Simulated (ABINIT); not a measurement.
# How the form of the self-energy moves the gap of AlN (P6_3mc), part 2 of 2

Wanted: the gap of AlN (P6_3mc) under several approximations, with cost.

ABINIT 10.8.3; PBE and many-body steps on it, plane waves. Known limits of the many-body steps: not at the basis limit.

So far. Step 6 (G0W0, von der Linden-Horsch plasmon pole): Against G0W0 in ABINIT (6×6×4 mesh, 182 bands, screening to 228.6 eV, Godby-Needs plasmon pole), the gap moves by +0.094 eV. Step 7 (G0W0, Engel-Farid plasmon pole): Against G0W0 in ABINIT (6×6×4 mesh, 182 bands, screening to 228.6 eV, Godby-Needs plasmon pole), the gap moves by +0.116 eV.

The database entry behind the starting cell differs from later determinations by our own check (inner coordinate u about 0.002 short), so it need not match the best structure at ambient conditions.

## Step 8: One-shot Hartree-Fock

This step: one-shot Hartree-Fock on PBE, plane waves, norm-conserving pseudopotentials.

File run.abi:

```
acell 3*1.0 Angstrom
rprim 
  3.113000000011 -0.000000000003 0.000000000000
  -1.556500000003 2.695937081992 0.000000000000
  0.000000000000 0.000000000000 4.981000000000
ntypat 2
znucl 13 7
natom 4
typat 1 1 2 2
xred 
  0.333333333333 0.666666666667 0.000000000000
  0.666666666667 0.333333333333 0.500000000000
  0.333333333333 0.666666666667 0.380000000000
  0.666666666667 0.333333333333 0.880000000000
pp_dirpath "pseudos"
pseudos "Al.upf, N.upf"
ecut 36
ngkpt 6 6 4
nshiftk 1
shiftk 0 0 0
kptopt 1
chksymbreak 0
istwfk *1
occopt 1
irdwfk 1
optdriver 4
nband 12
gwcalctyp 5
ecutsigx 36
symsigma 1
nkptgw 1
kptgw 
  0.0000000000 0.0000000000 0.0000000000
bdgw 
  6 10
ixc_sigma 40
fftgw 31
indata_prefix "in"
outdata_prefix "out"
tmpdata_prefix "tmp"
```

Launch:

```bash
> OMP_NUM_THREADS=1 mpirun -n 6 abinit run.abi > log
```

What it wrote:

```text
.Version 10.8.3 of ABINIT. v10.8.2 released Aug 2026.

 Symmetries : space group P6_3 m c (#186); Bravais hP (primitive hexag.)
[... echo of the input left out ...]
== DATASET  1 ==================================================================
-   mpi_nproc: 6, omp_nthreads: 1 (-1 if OMP is not activated)

--- !DatasetInfo
iteration_state: {dtset: 1, }
dimensions: {natom: 4, nkpt: 21, mband: 12, nsppol: 1, nspinor: 1, nspden: 1, mpw: 2934, }
cutoff_energies: {ecut:  36.0, pawecutdg:  -1.0, }
[...]
8   5.314 -17.078 -21.024   0.000   1.000   0.000 -21.024  -3.946   1.368
        9   9.535 -12.527  -8.048   0.000   1.000   0.000  -8.048   4.479  14.014
       10  11.990 -10.836  -5.799   0.000   1.000   0.000  -5.799   5.037  17.027

== END DATASET(S) ==============================================================
================================================================================

 -outvars: echo values of variables after computation  --------
           etotal      0.0000000000E+00
            nband          12
             nkpt          21
          spgroup         186
 [... the other variables as echoed above ...]

 Calculation completed.
```

Run time: 1.8 s. Hardware: 6 MPI ranks of AMD EPYC 9R45, shared host; peak memory 0.13 GiB; 9.3 s of CPU time.

This step gave:

```yaml
quasiparticle_gap_on_the_points_computed: 12.65 eV
starting_gap_on_the_mesh: 4.220 eV
k_of_the_valence_top: 0, 0, 0
k_of_the_conduction_bottom: 0, 0, 0
least_direct_quasiparticle_gap_on_the_computed_points: 12.65 eV
```

Against G0W0 in ABINIT (6×6×4 mesh, 182 bands, screening to 228.6 eV, Godby-Needs plasmon pole), the gap moves by +7.032 eV.

## Step 9: Screening, 6×6×4 mesh, 182 bands, screening to 228.6 eV

This step: RPA screening on PBE, plane waves, norm-conserving pseudopotentials.

Edit run.abi of step 8 so:

```diff
@@ -25,14 +25,14 @@
 irdwfk 1
-optdriver 4
-nband 12
-gwcalctyp 5
-ecutsigx 36
-symsigma 1
-nkptgw 1
-kptgw 
-  0.0000000000 0.0000000000 0.0000000000
-bdgw 
-  6 10
-ixc_sigma 40
-fftgw 31
+optdriver 3
+nband 182
+ecuteps 8.4
+inclvkb 2
+awtr 1
+symchi 1
+gwcalctyp 2
+nfreqre 16
+freqremax 40 eV
+nfreqim 8
+spmeth 1
+nomegasf 120
 indata_prefix "in"
```

Launch:

```bash
> OMP_NUM_THREADS=1 mpirun -n 8 abinit run.abi > log
```

What it wrote:

```text
.Version 10.8.3 of ABINIT. v10.8.2 released Aug 2026.

 Symmetries : space group P6_3 m c (#186); Bravais hP (primitive hexag.)
[... echo of the input left out ...]
== DATASET  1 ==================================================================
-   mpi_nproc: 8, omp_nthreads: 1 (-1 if OMP is not activated)

--- !DatasetInfo
iteration_state: {dtset: 1, }
dimensions: {natom: 4, nkpt: 21, mband: 182, nsppol: 1, nspinor: 1, nspden: 1, mpw: 2934, }
cutoff_energies: {ecut:  36.0, pawecutdg:  -1.0, }
electrons: {nelect:   1.60000000E+01, charge:   0.00000000E+00, occopt:   1.00000000E+00, tsmear:   1.00000000E-02, }

 SCREENING: Calculation of the susceptibility and dielectric matrices

 Based on a program developped by R.W. Godby, V. Olevano, G. Onida, and L. Reining.
 Incorporated in ABINIT by V. Olevano, G.-M. Rignanese, and M. Torrent.
.Using double precision arithmetic ; gwpc =  8

[... cell and pseudopotentials left out ...]
--------------------------------------------------------------------------------

 ==== K-mesh for the wavefunctions ====
 Number of points in the irreducible wedge :    21
[... list of points left out ...]
 Together with 12 symmetry operations and time-reversal symmetry
 yields   144 points in the full Brillouin Zone.

 ==== Q-mesh for the screening function ====
 Number of points in the irreducible wedge :    21
[... list of points left out ...]
 Together with 12 symmetry operations and time-reversal symmetry
 yields   144 points in the full Brillouin Zone.

 setmesh: FFT mesh size selected  =    24x   24x   40
          total number of points  =        23040

 vcoul_init : cutoff-mode = AUXILIARY_FUNCTION
 q-points for optical limit:   1
     1)      0.000010    0.000020    0.000030

- screening: taking advantage of time-reversal symmetry
- Maximum band index for partially occupied states nbvw = 8
- Remaining bands to be divided among processors   nbcw = 174
- Number of bands treated by each node ~21

 Number of electrons calculated from density =   16.0000; Expected =   16.0000
 average of density, n =  0.056718
 r_s =    1.6146
 omega_plasma =   22.9728 [eV]

 calculating chi0 at frequencies [eV] :
  1    0.000000E+00    0.000000E+00
  2    2.666667E+00    0.000000E+00
  3    5.333333E+00    0.000000E+00
[...]
23    0.000000E+00    5.850781E+01
 24    0.000000E+00    8.237963E+01

--------------------------------------------------------------------------------
  q-point number  1        q = ( 0.000000, 0.000000, 0.000000) [r.l.u.]
--------------------------------------------------------------------------------
[... chi0 elements left out ...]
  [... further frequencies ...]

 No. of calculated frequencies >  15, stop printing
 For q-point:  0.000010 0.000020 0.000030
  dielectric constant =   4.2381
  dielectric constant without local fields =   4.6722

  Average fulfillment of the sum rule on Im[epsilon] for q-point    1 :     89.87  [%]
[... wings left out ...]
  q-point number  2        q = ( 0.166667, 0.000000, 0.000000) [r.l.u.]
--------------------------------------------------------------------------------
[... chi0 elements left out ...]
  [... further frequencies ...]

 No. of calculated frequencies >  15, stop printing
  Average fulfillment of the sum rule on Im[epsilon] for q-point    2 :     94.40  [%]

 [... 19 further q-points ...]
```

It took 2.9 min on 8 MPI ranks; peak memory 3.4 GiB.

This step gave:

* ε∞ with local fields, on this mesh, along the program's q direction: 4.238
* the same without local fields: 4.672
* plasma frequency: 22.97 eV
* plane waves in the screening matrix: 313

## Step 10: G0W0, contour deformation

This step: G0W0 on PBE, plane waves, norm-conserving pseudopotentials.

Edit run.abi of step 9 so:

```diff
@@ -25,14 +25,15 @@
 irdwfk 1
-optdriver 3
+optdriver 4
 nband 182
+gwcalctyp 2
+ecutsigx 36
+symsigma 1
+nkptgw 1
+kptgw 
+  0.0000000000 0.0000000000 0.0000000000
+bdgw 
+  6 10
 ecuteps 8.4
-inclvkb 2
-awtr 1
-symchi 1
-gwcalctyp 2
-nfreqre 16
-freqremax 40 eV
-nfreqim 8
-spmeth 1
-nomegasf 120
+irdscr 1
+gwmem 01
 indata_prefix "in"
```

What it wrote:

```text
.Version 10.8.3 of ABINIT. v10.8.2 released Aug 2026.

 Symmetries : space group P6_3 m c (#186); Bravais hP (primitive hexag.)
[... echo of the input left out ...]
== DATASET  1 ==================================================================
-   mpi_nproc: 8, omp_nthreads: 1 (-1 if OMP is not activated)

--- !DatasetInfo
iteration_state: {dtset: 1, }
dimensions: {natom: 4, nkpt: 21, mband: 182, nsppol: 1, nspinor: 1, nspden: 1, mpw: 2934, }
cutoff_energies: {ecut:  36.0, pawecutdg:  -1.0, }
[...]
7   5.135 -16.968 -20.992   2.871   0.778  -0.286 -17.865  -0.897   4.237
[...]
10  11.990 -10.836  -5.799  -4.288   0.820  -0.220 -10.222   0.614  12.604
       10   0.000   0.000   0.000  -0.000   0.000   0.000  -0.000  -0.000  -0.000

== END DATASET(S) ==============================================================
================================================================================

 -outvars: echo values of variables after computation  --------
           etotal      0.0000000000E+00
            nband         182
             nkpt          21
          spgroup         186
 [... the other variables as echoed above ...]

 Calculation completed.
```

It took 8.4 s on 8 MPI ranks; peak memory 2.2 GiB; 65 s of CPU time.

Numbers from this step:

```yaml
g0w0_gap_on_the_points_computed: 5.657 eV
starting_gap_on_the_mesh: 4.220 eV
k_of_the_valence_top: 0, 0, 0
k_of_the_conduction_bottom: 0, 0, 0
least_direct_g0w0_gap_on_the_computed_points: 5.657 eV
```

Against G0W0 in ABINIT (6×6×4 mesh, 182 bands, screening to 228.6 eV, Godby-Needs plasmon pole), the gap moves by +0.043 eV.

## Step 11: Screening, 6×6×4 mesh, 182 bands, screening to 228.6 eV

This step: RPA screening on PBE, plane waves, norm-conserving pseudopotentials.

Edit run.abi of step 10 so:

```diff
@@ -25,15 +25,11 @@
 irdwfk 1
-optdriver 4
+optdriver 3
 nband 182
-gwcalctyp 2
-ecutsigx 36
-symsigma 1
-nkptgw 1
-kptgw 
-  0.0000000000 0.0000000000 0.0000000000
-bdgw 
-  6 10
 ecuteps 8.4
-irdscr 1
-gwmem 01
+inclvkb 2
+awtr 1
+symchi 1
+gwcalctyp 1
+nfreqre 0
+nfreqim 16
 indata_prefix "in"
```

What it wrote:

```text
.Version 10.8.3 of ABINIT. v10.8.2 released Aug 2026.

 Symmetries : space group P6_3 m c (#186); Bravais hP (primitive hexag.)
[... echo of the input left out ...]
== DATASET  1 ==================================================================
-   mpi_nproc: 8, omp_nthreads: 1 (-1 if OMP is not activated)

--- !DatasetInfo
iteration_state: {dtset: 1, }
dimensions: {natom: 4, nkpt: 21, mband: 182, nsppol: 1, nspinor: 1, nspden: 1, mpw: 2934, }
cutoff_energies: {ecut:  36.0, pawecutdg:  -1.0, }
[...]
No. of calculated frequencies >  15, stop printing
 For q-point:  0.000010 0.000020 0.000030
  dielectric constant =   4.2128
  dielectric constant without local fields =   4.6425

  Average fulfillment of the sum rule on Im[epsilon] for q-point    1 :     89.87  [%]
[... wings left out ...]
  q-point number  2        q = ( 0.166667, 0.000000, 0.000000) [r.l.u.]
--------------------------------------------------------------------------------
[... chi0 elements left out ...]
  [... further frequencies ...]

 No. of calculated frequencies >  15, stop printing
  Average fulfillment of the sum rule on Im[epsilon] for q-point    2 :     94.40  [%]

 [... 19 further q-points ...]
```

Wall time 5.3 min (8 MPI ranks); peak memory 3 GiB.

This step gave:

- ε∞ with local fields, on this mesh, along the program's q direction: 4.213
- the same without local fields: 4.643
- plasma frequency: 22.97 eV
- plane waves in the screening matrix: 313

## Step 12: G0W0, analytic continuation

This step: G0W0 on PBE, plane waves, norm-conserving pseudopotentials.

Edit run.abi of step 11 so:

```diff
@@ -25,11 +25,17 @@
 irdwfk 1
-optdriver 3
+optdriver 4
 nband 182
+gwcalctyp 1
+ecutsigx 36
+symsigma 1
+nkptgw 1
+kptgw 
+  0.0000000000 0.0000000000 0.0000000000
+bdgw 
+  6 10
 ecuteps 8.4
-inclvkb 2
-awtr 1
-symchi 1
-gwcalctyp 1
-nfreqre 0
-nfreqim 16
+irdscr 1
+nomegasi 12
+omegasimax 25 eV
+gwmem 01
 indata_prefix "in"
```

What it wrote:

```text
.Version 10.8.3 of ABINIT. v10.8.2 released Aug 2026.

 Symmetries : space group P6_3 m c (#186); Bravais hP (primitive hexag.)
[... echo of the input left out ...]
== DATASET  1 ==================================================================
-   mpi_nproc: 8, omp_nthreads: 1 (-1 if OMP is not activated)

--- !DatasetInfo
iteration_state: {dtset: 1, }
dimensions: {natom: 4, nkpt: 21, mband: 182, nsppol: 1, nspinor: 1, nspden: 1, mpw: 2934, }
cutoff_energies: {ecut:  36.0, pawecutdg:  -1.0, }
[...]
7  -2.290 -16.968 -20.992   2.775   0.775  -0.289 -17.924  -0.956  -3.246
[...]
10   4.565 -10.836  -5.799  -4.310   0.826  -0.210 -10.238   0.598   5.164
       10   0.000   0.000   0.000  -0.015  -0.005  -0.007  -0.016  -0.016  -0.016

== END DATASET(S) ==============================================================
================================================================================

 -outvars: echo values of variables after computation  --------
           etotal      0.0000000000E+00
            nband         182
             nkpt          21
          spgroup         186
 [... the other variables as echoed above ...]

 Calculation completed.
```

Run time: 8 s. Hardware: 8 MPI ranks; peak memory 2.4 GiB; 62 s of CPU time.

Numbers from this step:

- G0W0 gap on the points computed: 5.628 eV
- starting gap on the mesh: 4.220 eV
- k of the valence top: 0, 0, 0
- k of the conduction bottom: 0, 0, 0
- least direct G0W0 gap on the computed points: 5.628 eV

Against G0W0 in ABINIT (6×6×4 mesh, 182 bands, screening to 228.6 eV, Godby-Needs plasmon pole), the gap moves by +0.014 eV.

## Step 13: The runs together

Times are wall times on the hardware named with each run, good to a factor of about two. A run's time includes the screening step that it read.

```tsv
run	mesh	bands	screening cutoff (eV)	DFT gap (eV)	gap on the mesh (eV)	direct (eV)	ε∞ used	time
G0W0, Godby-Needs plasmon pole	6×6×4	182	228.6	4.220	5.614	5.614	4.21	79 s
G0W0, Hybertsen-Louie plasmon pole	6×6×4	182	228.6	4.220	5.721	5.721	4.21	79 s
G0W0, von der Linden-Horsch plasmon pole	6×6×4	182	228.6	4.220	5.708	5.708	4.21	76 s
G0W0, Engel-Farid plasmon pole	6×6×4	182	228.6	4.220	5.730	5.730	4.21	75 s
one-shot Hartree-Fock	6×6×4	-	-	4.220	12.646	12.646	-	1.8 s
G0W0, contour deformation	6×6×4	182	228.6	4.220	5.657	5.657	4.24	3.1 min
G0W0, analytic continuation	6×6×4	182	228.6	4.220	5.628	5.628	4.21	5.4 min
```

## Step 14: Results

| Quantity | Value |
| --- | --- |
| G0W0, Godby-Needs plasmon pole | 5.614 eV |
| G0W0, Hybertsen-Louie plasmon pole | 5.721 eV |
| G0W0, von der Linden-Horsch plasmon pole | 5.708 eV |
| G0W0, Engel-Farid plasmon pole | 5.730 eV |
| one-shot Hartree-Fock | 12.646 eV |
| G0W0, contour deformation | 5.657 eV |
| G0W0, analytic continuation | 5.628 eV |
| known limits | not at the basis limit |

What this shows: G0W0, Hybertsen-Louie plasmon pole: +0.107 eV against G0W0, Godby-Needs plasmon pole. G0W0, von der Linden-Horsch plasmon pole: +0.094 eV against G0W0, Godby-Needs plasmon pole. G0W0, Engel-Farid plasmon pole: +0.116 eV against G0W0, Godby-Needs plasmon pole. One-shot Hartree-Fock: +7.032 eV against G0W0, Godby-Needs plasmon pole. G0W0, contour deformation: +0.043 eV against G0W0, Godby-Needs plasmon pole. G0W0, analytic continuation: +0.014 eV against G0W0, Godby-Needs plasmon pole. Bare exchange alone opens the gap to 12.65 eV; against G0W0, correlation takes back 7.03 eV. Bands and cutoff are finite, so the gap is not at the basis limit. The miss can reach some tenths of an eV and take either sign; the mesh is an error of its own. In the G0W0 runs levels were corrected at 1 k point alone, so a gap called «on the mesh» is the least over those, and an edge elsewhere would be missed.

[Paths, hosts, dates, memory and timing lines, banners, echoed tables and standing remarks are left out of the program output.]

[Logs are printed without paths, hosts, clocks, repeated set-up lines and the standing remarks that a program may print on its own settings, such as how far it seeks lower states.]

[Runs of the session that timed out or met a known fault of the program may be left out.]

[Hosts, paths, dates, database ids (printed as entryN), source tags and the programs' standing remarks are cut or masked in the printed files.]

[G0W0 gaps are taken among the corrected bands and points alone; a level outside them can change the order at an edge.]

[Where Ansatz stands beside ABINIT at settings called matched, ABINIT's density can come from a denser mesh and the files from another edition; pairs whose starting gaps differed by over 0.03 eV were left out, so agreement reads better than it is.]
